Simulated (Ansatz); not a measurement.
input.yaml (Ansatz)

```yaml
crystal:
  lattice:
    - [0.0, 1.7739389788, 1.7739389788]
    - [1.7739389788, 0.0, 1.7739389788]
    - [1.7739389788, 1.7739389788, 0.0]
  atoms:
    - { symbol: Cr, position: [0.0, 0.0, 0.0], spin: 1.5 }
hamiltonian:
  xc: mr2scan
  pseudopotentials:
    kind: paw
    azcp:
      Cr: "pseudopotentials/Cr.paw.azcp"
basis:
  ecutwfc: 500
  fft_grid_basis: typed
kpoints:
  mp_grid: { grid: [17, 17, 17], shift: [0, 0, 0] }
magnetization:
  spin_polarized: true
scf:
  occupations: { method: fermi_dirac, width: 0.05 }
  lower_state_search: "off"
output:
  stress: true
```

Terminal output

```
Engine: ansatz 0.2.0, aarch64-unknown-linux-gnu
Pseudopotentials: kind: paw
Pseudopotential: Cr, paw, valence charge 14, recommended cutoff 500 eV (meta_gga) 
Functional definition: m-r2SCAN
  exchange = m_r2scan_x
  correlation = m_r2scan_c
Crystal: 1 atoms, lattice volume = 11.165 Å³
Basis set: ecut = 500 eV, 283 PW (Γ), exchange–correlation on 80×80×80 points (64 copies of the dense FFT grid, shifted against one another)
Bands: 12, of which v1, the nominal top of the filled ones, is band 7 counted from 1 (6 counted from 0)
Symmetry: 48 space group operations
Space group: Fm-3m (ITA 225), of the structure as read, at distance tolerance 2.2e-5 Å
Magnetic group: BNS 225.116 (UNI 1618), of the structure as read, at distance tolerance 2.2e-5 Å
k-points: 165 of 4913
Non-local potential: Cr, projectors of the file, l = 0: 3, l = 1: 2, l = 2: 3, l = 3: 1
PAW form: soft (Blöchl's): semilocal exchange-correlation on the pseudo side does not see the compensation charge
PAW frozen core: Cr, regenerated for the run's functional (the file was generated under x = pbe(κ = 0.804, μ = 0.2195149727645171), c = pbe(β = 0.06672455060314922))
PAW one-centre angular grid: Cr, 590 points (default); XC on 160 Gauss nodes
Initial density: superposition of atomic densities (chi_scale 0.1, normalization cell)
Starting moments: Σ|m| = 1.5 μB on 1 of 1 site
Initial wavefunctions: pseudopotential atomic-orbital guess
Functional: x = mr2scan, c = mr2scan; τ floored in thin density (d = 2e-4 eV/Å³)
SCF iter   1: F=-3379.449355 eV  HF=-3382.976692 eV  |F-HF|=3.53e0  |Δ(HF+E_count)|=         —  Δρ=2.05e-1 (↑2.05e-1 ↓5.55e-2)  dr2=4.92e0  dr2_τ=4.20e-2  dr2_m=9.03e-1  M=0.716 μB ∫|m|=0.716 μB  β_m=0.30  ethr=3.10e-3  ⟨swp⟩=4.0  Hψ=19751  notcnv=0
SCF iter   2: F=-3381.839104 eV  HF=-3381.751080 eV  |F-HF|=8.80e-2  |Δ(HF+E_count)|=    1.23e0  Δρ=7.64e-2 (↑7.64e-2 ↓4.95e-2)  dr2=2.48e-1  dr2_τ=2.04e-2  dr2_m=3.48e-1  M=0.773 μB ∫|m|=0.773 μB  β_m=0.30  ethr=3.10e-3  ⟨swp⟩=2.0  Hψ=11677  notcnv=0  defer=123  κ⁻¹=1.0e0(r=1)
SCF iter   3: F=-3381.912939 eV  HF=-3381.845768 eV  |F-HF|=6.72e-2  |Δ(HF+E_count)|=   9.47e-2  Δρ=4.98e-2 (↑4.95e-2 ↓4.98e-2)  dr2=3.48e-2  dr2_τ=8.81e-3  dr2_m=2.32e-1  M=0.695 μB ∫|m|=0.695 μB  β_m=0.30  ethr=1.77e-3  ⟨swp⟩=2.4  Hψ=8083  notcnv=0  defer=116  κ⁻¹=1.6e-3(r=2)
SCF iter   4: F=-3381.929609 eV  HF=-3381.889996 eV  |F-HF|=3.96e-2  |Δ(HF+E_count)|=   4.42e-2  Δρ=4.40e-2 (↑3.69e-2 ↓4.40e-2)  dr2=4.95e-3  dr2_τ=5.13e-3  dr2_m=1.67e-1  M=0.615 μB ∫|m|=0.615 μB  β_m=0.30  ethr=2.48e-4  ⟨swp⟩=2.7  Hψ=8634  notcnv=0  defer=116  κ⁻¹=4.2e-6(r=3)
SCF iter   5: F=-3381.941078 eV  HF=-3381.914400 eV  |F-HF|=2.67e-2  |Δ(HF+E_count)|=   2.44e-2  Δρ=3.95e-2 (↑3.95e-2 ↓3.21e-2)  dr2=5.87e-3  dr2_τ=3.74e-3  dr2_m=1.31e-1  M=0.540 μB ∫|m|=0.540 μB  β_m=0.30  ethr=3.54e-5  ⟨swp⟩=2.1  Hψ=8808  notcnv=0  defer=116  κ⁻¹=2.3e-6(r=4)
SCF iter   6: F=-3381.953330 eV  HF=-3381.930215 eV  |F-HF|=2.31e-2  |Δ(HF+E_count)|=   1.58e-2  Δρ=3.14e-2 (↑2.96e-2 ↓3.14e-2)  dr2=3.84e-4  dr2_τ=2.58e-3  dr2_m=9.52e-2  M=0.479 μB ∫|m|=0.479 μB  β_m=0.30  ethr=3.54e-5  ⟨swp⟩=2.2  Hψ=8862  notcnv=0  defer=116  κ⁻¹=5.0e-8(r=5)
SCF iter   7: F=-3381.958640 eV  HF=-3381.943793 eV  |F-HF|=1.48e-2  |Δ(HF+E_count)|=   1.36e-2  Δρ=2.89e-2 (↑2.89e-2 ↓2.39e-2)  dr2=2.80e-3  dr2_τ=1.85e-3  dr2_m=7.12e-2  M=0.427 μB ∫|m|=0.427 μB  β_m=0.30  ethr=2.74e-6  ⟨swp⟩=2.0  Hψ=9174  notcnv=0  defer=113  κ⁻¹=1.5e-8(r=6)
SCF iter   8: F=-3381.964701 eV  HF=-3381.952408 eV  |F-HF|=1.23e-2  |Δ(HF+E_count)|=   8.62e-3  Δρ=2.33e-2 (↑2.33e-2 ↓2.15e-2)  dr2=3.59e-4  dr2_τ=1.28e-3  dr2_m=5.14e-2  M=0.385 μB ∫|m|=0.385 μB  β_m=0.30  ethr=2.74e-6  ⟨swp⟩=2.1  Hψ=8470  notcnv=0  defer=111  κ⁻¹=4.4e-10(r=7)
...
SCF iter  19: F=-3381.982033 eV  HF=-3381.982032 eV  |F-HF|=4.55e-7  |Δ(HF+E_count)|=   4.54e-7  Δρ=1.09e-5 (↑1.08e-5 ↓1.09e-5)  dr2=4.77e-11  dr2_τ=3.24e-10  dr2_m=1.19e-8  M=0.001 μB ∫|m|=0.001 μB  β_m=1.20  ethr=2.57e-12  ⟨swp⟩=3.0  Hψ=9955  notcnv=0  κ⁻¹=2.3e-7(r=8)
iter 20 did not close the SCF: its close was put off for a magnetic moment that had not settled (scf_convergence_deferred on its scf_iter line)
SCF iter  20: F=-3381.982033 eV  HF=-3381.982033 eV  |F-HF|=2.62e-9  |Δ(HF+E_count)|=   5.37e-7  Δρ=7.98e-7 (↑7.24e-7 ↓7.98e-7)  dr2=1.08e-11  dr2_τ=1.83e-12  dr2_m=4.94e-11  M=0.000 μB ∫|m|=0.000 μB  β_m=1.20  ethr=1.00e-12  ⟨swp⟩=3.0  Hψ=9980  notcnv=0  κ⁻¹=5.6e-8(r=8)
SCF iter  21: F=-3381.982033 eV  HF=-3381.982033 eV  |F-HF|=9.73e-11  |Δ(HF+E_count)|=   3.21e-9  Δρ=1.06e-7 (↑1.06e-7 ↓8.75e-8)  dr2=9.81e-13  dr2_τ=3.71e-14  dr2_m=3.09e-13  M=-0.000 μB ∫|m|=0.000 μB  ethr=1.00e-12  ⟨swp⟩=1.0  Hψ=11663  notcnv=0
WARN: the starting moments were not kept: the SCF closed with an absolute magnetisation of 2.4e-6 μB, where they sum to 1.5 μB in size (1 site). That is at most 0.1 of that sum. Measured as dr2_m measures the in/out step, that magnetisation stands 7.3e-12 eV from none, at or under the dr2_threshold of 1.0e-7 eV: it is no larger than a step whose dr2_m would equal this threshold. The system may hold no moment; this SCF shows only that its start led to no more than that. To try another start: raise the starting moments (crystal.atoms[].spin, magnetization.per_species, magnetization.initial_magnetization, or on a non-collinear deck that types none of these the spinor_matrix: blocks that start its atoms; where the total moment is fixed, keep their sum and leave initial_magnetization as it is; typed ones take the place of any that the run laid by itself, positive ones on a crystal's lanthanoids without a Hubbard term where scf.initial_density.shell_occupations: [] is typed) or, if the notice of its spin-set hold's release reads "site moments contracting" or "site moments show no strong build", lengthen the hold (scf.mixing.spin_hold: { on: { confirm: 4 } }; for m-r²SCAN on two components see the key's manual first). Each may lead to a state that holds a moment. A second SCF, from the converged charge density, with the starting moments and any scf.initial_density.shell_occupations laid on it anew, would have followed, and was not run: the deck does not ask for one (magnetization.retry_lost_moments is false, the default). To let it run, set magnetization.retry_lost_moments: true and run the deck again, where that key's refused combinations let it; where memory then withholds it, that run's warning says so.
SCF 1 converged in 21 iterations: F = -3381.982033 eV  dr2 = 9.81e-13
this state was not tested for a lower state beside it, because the mixer in use, unlike msr1, does not test its closes by its own steps (another_mixer; see scf.mixing.algorithm and scf.lower_state_search)
SCF converged after 21 iterations
Magnetization: -0.0000 μB (7.0000 up, 7.0000 down)
Absolute magnetization: 0.0000 μB (∫|ρ↑−ρ↓|, with the PAW one-centre terms)
Spin contamination: 0.0000 ħ² per cell (⟨S²⟩ above its minimum at these occupations)
Per-site moments (μB) at R_I (Å): [(-1.6356129032855502e-6, 1.0348505320895107)]
Free energy (F): -3381.982033 eV
Harris-Foulkes:  -3381.982033 eV  (|F-HF|=9.73e-11)
Internal energy: -3381.968609 eV  (E = F + TS)
E sigma→0 (E₀):  -3381.975321 eV
Entropy (-TS):   -0.013424 eV (-13.424 meV/atom)
Fermi energy:    19.870503 eV
--- Per-component energies (eV) ---
  E_band       = -149.576467
  E_kinetic    = 345.216249
  E_local      = -1145.527553  (includes V_loc(G=0)·N_el)
  E_nonlocal   = 79.579160
  E_hartree    = 503.769035
  E_xc         = -138.315060
  E_vxc        = -201.356100  (∫ρ·V_xc dr)
  E_paw        = -1202.793595  (= ΣΔE_a)
  E_vpaw       = -247.761955  (= ΣTr[D̂ρ^β])
  E_aug_tail   = 0.000236  (compensation charges beyond the density's cutoff)
  E_vtau       = 12.735461  (kinetic-family band-sum trace: ∫τ·v_τ [+ j·A + Jᵃ·Aᵃ] dr)
  E_ewald      = -1823.624754
  E_core_change = -0.272327  (= ΣΔE_core)
  E_smearing   = -0.013424  (= −TS)
  E_closure    = 0.000000  (closes the sum)
  Σ components = -3381.982033   (vs F -3381.982033, Δ=0.00e0)
--- Stress (GPa, compression-positive) ---
       11.415426       0.000000      -0.000000
        0.000000      11.415426      -0.000000
        0.000000       0.000000      11.415426
  P = ⅓ Tr σ = 11.4154 GPa (114.154 kbar)
```
